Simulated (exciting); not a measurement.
A run of exciting (release sodium) is set up as follows.

The input run_exciting.py:

```python
import subprocess
import xml.etree.ElementTree as ET
from ase.io import read
from ase.units import Bohr

atoms = read("POSCAR")
rmt = {'Al': 2.0}  # bohr
tasks = """
<groundstate do="fromscratch" ngridk="12 12 12" rgkmax="7" gmaxvr="12" lmaxapw="10" lmaxmat="10" lmaxvr="8" xctype="GGA_PBE_SOL" stype="Fermi Dirac" swidth="0.00036749" nempty="8" ValenceRelativity="iora*" epsengy="1e-06" epspot="1e-06" maxscl="80" tforce="true" outputlevel="normal" vdWcorrection="DFTD2"/>
<properties>
  <chargedensityplot>
    <plot3d>
      <box grid="14 14 14">
        <origin coord="0 0 0"/>
        <point coord="1 0 0"/>
        <point coord="0 1 0"/>
        <point coord="0 0 1"/>
      </box>
    </plot3d>
  </chargedensityplot>
  <elfplot>
    <plot3d>
      <box grid="14 14 14">
        <origin coord="0 0 0"/>
        <point coord="1 0 0"/>
        <point coord="0 1 0"/>
        <point coord="0 0 1"/>
      </box>
    </plot3d>
  </elfplot>
  <exccplot>
    <plot3d>
      <box grid="14 14 14">
        <origin coord="0 0 0"/>
        <point coord="1 0 0"/>
        <point coord="0 1 0"/>
        <point coord="0 0 1"/>
      </box>
    </plot3d>
  </exccplot>
  <DFTD2/>
</properties>
"""

root = ET.Element("input")
ET.SubElement(root, "title").text = "Al"
structure = ET.SubElement(root, "structure", speciespath="./", tshift="false")
crystal = ET.SubElement(structure, "crystal", scale="1.0")
for vector in atoms.cell / Bohr:
    ET.SubElement(crystal, "basevect").text = " ".join(f"{x:.12f}" for x in vector)
symbols = atoms.get_chemical_symbols()
for element in dict.fromkeys(symbols):
    species = ET.SubElement(structure, "species", speciesfile=element + ".xml", rmt=str(rmt[element]))
    for symbol, position in zip(symbols, atoms.get_scaled_positions(wrap=False)):
        if symbol == element:
            ET.SubElement(species, "atom", coord=" ".join(f"{x:.12f}" for x in position))
root.extend(ET.fromstring("<tasks>" + tasks + "</tasks>"))
ET.indent(root)
ET.ElementTree(root).write("input.xml")
subprocess.run(["exciting_smp"], check=True)
```

The input POSCAR:

```
Al
1.0
   -1.5912186900      1.5912186900      1.5912186900
    1.5912186900     -1.5912186900      1.5912186900
    1.5912186900      1.5912186900     -1.5912186900
Al
1
Direct
    0.0000000000      0.0000000000      0.0000000000
```

Potentials or basis: all-electron LAPW+lo, shipped species files, valence relativity iora*.

The run is started by

```bash
$ OMP_NUM_THREADS=1 python run_exciting.py
```

Problem. Estimate the band gap on the k mesh.

Solution. None (metal or under the smearing width).

Problem. Estimate the dispersion energy per atom.

Solution. -0.282 eV.
